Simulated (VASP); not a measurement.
## Mg: single point with PBE

Crystal: Mg.

```
Mg
1.0
     3.20930    0.00000    0.00000
    -1.60465    2.77934    0.00000
     0.00000    0.00000    5.21030
Mg
2
Direct
  0.66667 0.33333 0.75000
  0.33333 0.66667 0.25000
```

```json
{"Program": "VASP 6.6.1", "Task": "single point", "Functional": "PBE", "Potentials or basis": "VASP PAW PBE potentials, release 64 (Mg)", "Cutoff": "520 eV", "k mesh": "10 × 10 × 5", "Occupations": "gaussian, width 0.012 eV", "Spin": "no spin polarisation"}
```

```
Pressure               : -0.6 GPa
Band gap on the k mesh : none (metal or under the smearing width)
```

Stress tensor (GPa, compression positive):
```
-0.84  0.00  0.00
 0.00 -0.84  0.00
 0.00  0.00 -0.06
```

Levels at points of the mesh, in eV from the Fermi level:
| k point | band 1 | band 2 | band 3 | band 4 | band 5 | band 6 | band 7 |
| --- | --- | --- | --- | --- | --- | --- | --- |
| (0.00, 0.00, 0.00) | -6.87 | -1.65 | -1.23 | 10.88 | 10.88 | 10.97 | 10.97 |
| (0.50, 0.00, 0.00) | -2.11 | -2.11 | 2.66 | 3.03 | 3.26 | 3.67 | 6.83 |

Run time: 6.9 s on 1 thread of Intel(R) Xeon(R) Platinum 8488C (Sapphire Rapids), on a shared host, peak memory 0.16 GiB.
